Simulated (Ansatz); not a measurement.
Worked example: C2H5BrSi + C4H10O → C2H6OSi + C4H9Br

Species: C2H5BrSi `C=C[SiH2]Br`, singlet; C4H10O (tert-butanol) `CC(C)(C)O`, singlet; C2H6OSi `C=C[SiH2]O`, singlet; C4H9Br (2-bromo-2-methylpropane) `CC(C)(C)Br`, singlet. The partners trade Br for OH: Si–Br and C–OH bonds give way to Si–OH and C–Br.

Shapes, held fixed at every level: PBE0-D4/def2-TZVP. Flexible molecules stand in one conformer, not always the lowest. Programs: Ansatz 0.2.0. Electronic energies: no zero-point or thermal term.

At CCSD(T)/def2-TZVPP; 1 Eh = 2625.50 kJ/mol:

| species | energy (Eh) |
| --- | --- |
| C2H5BrSi | -2940.858206 |
| C4H10O | -233.292689 |
| C2H6OSi | -443.885050 |
| C4H9Br | -2730.275173 |

Q: Work out ΔE of the reaction at this level.

A: 
1. Products less reactants: (-443.885050) + (-2730.275173) − [(-2940.858206) + (-233.292689)] = -0.009328 Eh = -24.5 kJ/mol.

Other levels give -30.8 (MP2/def2-TZVPP) to -1.8 kJ/mol (CCSD(T)/def2-SVP). No measured value is set beside it here. Relativity is left out for Br unless named. Correlated rows may include outer-core shells of Br, which these sets cover unevenly.

The exchange is downhill at -24.5 kJ/mol, and the sign holds across the quoted range: silicon takes the oxygen and carbon the bromine. The main reason is probably the strength of the Si–O bond. Silicon is more electropositive than carbon, so its bond to oxygen is strongly polar, and the oxygen lone pairs can delocalise into σ* orbitals on silicon. Silicon also binds bromine more strongly than carbon does, so the gain is only the difference between two preferences for silicon, which explains why it is modest despite the strong Si–O bond.

The size of the energy is much less secure than its sign. With CCSD(T), going from def2-SVP to def2-TZVPP moves the result from near thermoneutral to clearly exothermic, a larger change than that between MP2 and CCSD(T) in the larger basis, probably because the small set describes the polar Si–O bond poorly. The reaction energy also doesn't show that the products would persist, since silanols can condense to siloxanes and tert-butyl bromide readily eliminates HBr.
